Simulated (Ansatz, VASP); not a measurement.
## Two plane-wave programs on Na2S

INCAR

```
  PREC = Accurate
  ENCUT = 520
  EDIFF = 1E-8
  ISMEAR = 0
  SIGMA = 0.01
  LREAL = F
  LASPH = T
  NELM = 60
  ALGO = Fast
  ISIF = 2
  LWAVE = F
  LCHARG = F
  GGA = PE
  LEFG = T
  NBANDS = 52
```

The input KPOINTS:

```
Automatic mesh
0
Gamma
  3 3 3
```

File POSCAR:

```
Na2S
1.0
    6.5470000000      0.0000000000      0.0000000000
    0.0000000000      6.5470000000      0.0000000000
    0.0000000000      0.0000000000      6.5470000000
Na S
8 4
Direct
    0.2500000000      0.2500000000      0.2500000000
    0.7500000000      0.7500000000      0.2500000000
    0.7500000000      0.2500000000      0.7500000000
    0.2500000000      0.7500000000      0.7500000000
    0.7500000000      0.7500000000      0.7500000000
    0.2500000000      0.2500000000      0.7500000000
    0.2500000000      0.7500000000      0.2500000000
    0.7500000000      0.2500000000      0.2500000000
    0.0000000000      0.0000000000      0.0000000000
    0.5000000000      0.5000000000      0.0000000000
    0.5000000000      0.0000000000      0.5000000000
    0.0000000000      0.5000000000      0.5000000000
```

Input for Ansatz:

```yaml
crystal:
  lattice:
    - [6.547, 0.0, 0.0]
    - [0.0, 6.547, 0.0]
    - [0.0, 0.0, 6.547]
  atoms:
    - { symbol: Na, position: [0.25, 0.25, 0.25] }
    - { symbol: Na, position: [0.75, 0.75, 0.25] }
    - { symbol: Na, position: [0.75, 0.25, 0.75] }
    - { symbol: Na, position: [0.25, 0.75, 0.75] }
    - { symbol: Na, position: [0.75, 0.75, 0.75] }
    - { symbol: Na, position: [0.25, 0.25, 0.75] }
    - { symbol: Na, position: [0.25, 0.75, 0.25] }
    - { symbol: Na, position: [0.75, 0.25, 0.25] }
    - { symbol: S, position: [0.0, 0.0, 0.0] }
    - { symbol: S, position: [0.5, 0.5, 0.0] }
    - { symbol: S, position: [0.5, 0.0, 0.5] }
    - { symbol: S, position: [0.0, 0.5, 0.5] }
kpoints:
  mp_grid: { grid: [3, 3, 3] }
scf:
  occupations: { method: fixed }
hamiltonian:
  xc: pbe
  pseudopotentials: { kind: paw }
output:
  forces: true
  efg:
    quadrupole_moments_barn: { Na: 0.104, S: -0.0694 }
    contact_densities: true
  core_levels:
    shells: { S: "2p", Na: "1s" }
    counted_from: valence_top
    eps_inf: [3.48, 3.48, 3.48]
    add_spin: false
```

Alike in both runs: task electric field gradients; functional PBE; k mesh 3 × 3 × 3; no spin polarisation.

|  | VASP | Ansatz |
| --- | --- | --- |
| version | VASP 6.6.1 | Ansatz 0.2.0 |
| potentials or method | VASP PAW PBE potentials, release 64 (Na_pv, S) | plane-wave PAW, scalar-relativistic |
| plane-wave cutoff (eV) | 520 | 420 |
| occupations | gaussian, width 0.01 eV | fixed |
| valence electrons in the cell | 80 | 96 |

|  | VASP | Ansatz | Ansatz less VASP |
| --- | --- | --- | --- |
| gap on the k mesh at the Fermi level (eV) | 2.48 | 2.48 | +0.002 |
| Vzz of the field gradient on the site that differs most (V/Å²) | 0.0 | 0.0 | 0.00 |

The two sets of potentials don't hold the same shells in valence.

As with any semilocal functional, this PBE gap is likely too small.
